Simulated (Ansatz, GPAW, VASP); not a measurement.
One calculation of BN, 3 ways

```xyz
2
Lattice="0.0000 1.8130 1.8130 1.8130 0.0000 1.8130 1.8130 1.8130 0.0000" Properties=species:S:1:pos:R:3 pbc="T T T"
N     0.9065    0.9065    0.9065
B     0.0000    0.0000    0.0000
```

The cell is a database's computed one, not the measured one.

Alike in all runs: task single point; functional RPBE; k mesh 13 × 13 × 13; occupations gaussian, width 0.02 eV; no spin polarisation; no spin-orbit coupling. Pressure is positive in compression and, in plane waves, holds the error of the finite cutoff.

| program and potentials | plane-wave cutoff (eV) | notes | pressure (GPa) |
| --- | --- | --- | --- |
| GPAW, the program's PAW data sets (release 1.2.1) made for this functional | 800 | - | 4.26 |
| VASP, PBE PAW files B, N, release 54, 520 eV | 520 | potentials made for PBE | 5.62 |
| Ansatz, all-electron LAPW, scalar-relativistic | - | - | 5.38 |

The pressure spans 4.26 (GPAW, the program's PAW data sets (release 1.2.1) made for this functional) to 5.62 GPa (VASP, PBE PAW files B, N, release 54, 520 eV), with all-electron results at 5.38.

Differences between rows come from potentials, basis sets and numerical settings, since the functional is the same but for its coding. Runs on potential files found faulty are left out.

All three calculations put zinc-blende BN under compression at this cell, so RPBE favours a larger volume than the one supplied. This is the expected direction: RPBE enhances exchange more strongly than PBE where the reduced density gradient is large, which favours inhomogeneous densities, weakens bonds and lengthens them. The cell was probably relaxed with a less expansive functional.

The short, polar covalent sp3 bonds form a stiff three-dimensional network, in which even a slight mismatch in lattice constant produces a pressure of several GPa. The spread between programs therefore corresponds to only a very small difference in equilibrium bond length.

The VASP value of 5.62 GPa lies closer to the all-electron 5.38 GPa than GPAW's 4.26 GPa does, although only the GPAw data sets were made for RPBE. Matching the potential to the functional thus does not by itself secure the closest pressure here, with differences in core treatment or basis convergence possibly outweighing it. The residual compression is no evidence that the zinc-blende phase is unstable relative to layered BN.
